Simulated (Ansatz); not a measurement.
Working through a check of forces and pressure against finite differences of PbS (distorted cell)

With the Ansatz DFT code, driven from Python.

Interactive session:
```pycon
>>> import warnings
>>> import ansatz as az
>>> import numpy as np
>>> VECTORS = np.array([
...     [-0.08386, 2.96743, 3.03476],
...     [2.89869, -0.01886, 2.96976],
...     [2.8989, 2.90264, -0.01907],
... ])
>>> SITES = [
...     ("Pb", [0.01647, 0.97782, 0.00223]),
...     ("S", [0.48975, 0.49507, 0.51168]),
... ]
>>> def on_lattice(cell):
...     crystal = az.Crystal(lattice=az.Lattice.of(cell))
...     for symbol, position in SITES:
...         crystal = crystal.atom(symbol, position)
...     return crystal
...
>>> warnings.simplefilter("ignore", az.DeckWarning)
>>> def solve(crystal):
...     return (
...         crystal.calculation()
...         .functional("pbe", dispersion="D4")
...         .occupations(az.OccupationsMethod.FIXED)
...         .basis(540, xc_grid=2)
...         .kpoints(4, 4, 4)
...         .scf(tolerance=1e-09)
...         .forces()
...         .stress()
...         .run(threads=1)
...     ).report
...
>>> centre = solve(on_lattice(VECTORS))
>>> start = on_lattice(VECTORS)
>>> # move one atom both ways along a Cartesian axis
>>> print(f"force on atom 0 along z: analytic {centre['forces_ev_ang'][0][2]:.4f} eV/A")
force on atom 0 along z: analytic 0.0236 eV/A
>>> for h in (0.005, 0.02):
...     shift = np.eye(3)[2] * h @ np.linalg.inv(VECTORS)
...     plus, minus = (solve(start.move(0, to=np.array(SITES[0][1]) + sign * shift))["lagrangian_ev"] for sign in (1, -1))
...     print(f"  step {h} A: numerical {-(plus - minus) / (2 * h):.4f} eV/A")
...
  step 0.005 A: numerical 0.0236 eV/A
  step 0.02 A: numerical 0.0235 eV/A
>>> # P = -dF/dV; the difference feels the change of the plane-wave count with the cell
>>> volume = abs(np.linalg.det(VECTORS))
>>> larger, smaller = (solve(on_lattice(VECTORS * (1 + sign * 0.005) ** (1 / 3)))["lagrangian_ev"] for sign in (1, -1))
>>> numerical = -(larger - smaller) / (0.01 * volume) * 160.21766
>>> print(f"pressure: analytic {np.trace(centre['stress_gpa']) / 3:.3f}, numerical {numerical:.3f} GPa")
pressure: analytic 0.395, numerical 0.397 GPa
```

Reading the output:
- Energy and stress may still move on a finer k-point mesh.
- The program warned that this SCF threshold is loose for forces or stresses.
- Of the deposited cell: the entry's cell lengths or inner coordinates differ somewhat from later room-temperature determinations.
- Pressure is positive in compression.
- Spin-orbit coupling, which matters for elements this heavy, is left out.
- The cell is a database structure, distorted on purpose.
- The central difference errs as the square of the step, so the shorter step is the fairer test; what remains comes from the finite grid and the SCF threshold.
- The script silences the warnings on its input, which a real study should read.
- The whole script took 25 s on 1 thread of Intel(R) Xeon(R) Processor @ 2.30GHz, on a shared host, peak memory 0.55 GiB.
